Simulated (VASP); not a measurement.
Crystal: SnSe.

```xyz
2
Lattice="3.1821 0.0000 0.0000 0.0000 3.1821 0.0000 0.0000 0.0000 3.1821" Properties=species:S:1:pos:R:3 pbc="T T T"
Sn    1.5911    1.5911    1.5911
Se    0.0000    0.0000    0.0000
```

Measurements of this composition are mostly on another form, of space group No. 62.

| Quantity | Value |
| --- | --- |
| Program | VASP 6.6.1 |
| Task | relaxation of cell and atoms |
| Functional | PBEsol |
| Potentials or basis | VASP PAW PBE potentials, release 64 (Sn_d, Se) |
| Cutoff | 600 eV |
| k mesh | 8 × 8 × 8 |
| Occupations | gaussian, width 0.03 eV |
| Spin | no spin polarisation |

At the start: pressure 51.7 GPa; volume 16.11 Å³/atom.

Q: How do energy, volume and symmetry change on relaxing?

A: Over 5 steps the energy falls by 820.4 meV/atom and the volume is 23.46 Å³/atom (+45.6 %); space group Pm-3m (No. 221, to 0.05 Å).

The path:
| step | energy change (eV) | largest force (eV/Å) | pressure (GPa) | volume (Å³) |
| --- | --- | --- | --- | --- |
| 1 | 0.0000 | 0.0000 | 51.75 | 32.22 |
| 2 | -1.0422 | 0.0000 | -9.38 | 63.09 |
| 3 | -1.6408 | 0.0000 | 0.09 | 46.83 |
| 4 | -1.6406 | 0.0000 | -0.27 | 47.16 |
| 5 | -1.6408 | 0.0000 | -0.03 | 46.92 |

Final structure:
```
CELL_PARAMETERS angstrom
3.60684 0.00000 0.00000
0.00000 3.60684 0.00000
0.00000 0.00000 3.60684
ATOMIC_POSITIONS crystal
Sn 0.50000 0.50000 0.50000
Se 0.00000 0.00000 0.00000
```

Caveat: the volume moved by over 15 % at a fixed basis, so the end points are rough; the PAW data sets were made with another functional, which shifts forces and pressure a little.
